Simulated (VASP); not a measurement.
Hf: relaxation of cell and atoms with PBE

The system is Hf.

```xyz
2
Lattice="3.1967 0.0000 0.0000 -1.5983 2.7684 0.0000 0.0000 0.0000 5.0578" Properties=species:S:1:pos:R:3 pbc="T T T"
Hf    1.5984    0.9228    3.7934
Hf    0.0000    1.8456    1.2645
```

```json
{
  "Program": "VASP 6.6.1",
  "Task": "relaxation of cell and atoms",
  "Functional": "PBE",
  "Potentials or basis": "VASP PAW PBE potentials, release 64 (Hf_pv)",
  "Cutoff": "600 eV",
  "k mesh": "10 × 10 × 5",
  "Occupations": "fermi-dirac, width 0.05 eV",
  "Spin": "no spin polarisation",
  "Target pressure": "20 GPa",
  "Further INCAR settings": "ALGO = Normal; EDIFF = 1e-06; IBRION = 2; EDIFFG = -0.005; NSW = 40; ISIF = 3"
}
```

| Quantity | Value |
| --- | --- |
| Relaxed volume | 19.40 Å³/atom |
| Relaxed cell | a = 3.045 Å, b = 3.045 Å, c = 4.833 Å, α = 90.00°, β = 90.00°, γ = 120.00° |
| Space group after relaxing (to 0.05 Å) | P6_3/mmc (No. 194) |
| Energy change on relaxing (the enthalpy is what falls) | +168.6 meV/atom |
| Ionic steps | 9 |
| Pressure after relaxing | 20.0 GPa |
| Band gap on the k mesh | none (metal or under the smearing width) |

The path:
| step | energy change (eV) | largest force (eV/Å) | pressure (GPa) | volume (Å³) |
| --- | --- | --- | --- | --- |
| 1 | 0.0000 | 0.0000 | 0.16 | 44.76 |
| 2 | 3.4612 | 0.0000 | 96.14 | 29.10 |
| 3 | 0.2694 | 0.0000 | 17.47 | 39.39 |
| 4 | 0.3255 | 0.0000 | 19.61 | 38.90 |
| 5 | 0.3394 | 0.0000 | 20.09 | 38.79 |
| 6 | 0.3399 | 0.0000 | 20.10 | 38.78 |
| 7 | 0.3400 | 0.0000 | 20.10 | 38.78 |
| 8 | 0.3323 | 0.0000 | 19.83 | 38.84 |
| 9 | 0.3372 | 0.0000 | 19.99 | 38.81 |

Final structure:
```
CELL_PARAMETERS angstrom
3.04475 0.00000 0.00000
-1.52238 2.63683 0.00000
0.00000 0.00000 4.83348
ATOMIC_POSITIONS crystal
Hf 0.66667 0.33333 0.75000
Hf 0.33333 0.66667 0.25000
```

Levels at points of the mesh, in eV from the Fermi level:
| k point | band 6 | band 7 | band 8 | band 9 | band 10 | band 11 | band 12 | band 13 | band 14 |
| --- | --- | --- | --- | --- | --- | --- | --- | --- | --- |
| (0.00, 0.00, 0.00) | -29.67 | -7.83 | -4.17 | 1.21 | 1.21 | 1.23 | 1.51 | 2.20 | 2.20 |
| (0.50, 0.00, 0.00) | -29.81 | -3.58 | -3.31 | -2.71 | -0.47 | 0.78 | 1.07 | 1.97 | 6.93 |

Run time: 3.4 min on 1 thread of AMD EPYC 7R43 64-Core Processor (Zen 3), on a shared host, peak memory 0.16 GiB.

Caveat: the cell is relaxed towards a set pressure, so the enthalpy falls and the energy may rise. The run has no spin-orbit coupling, so splittings on Hf are missing.
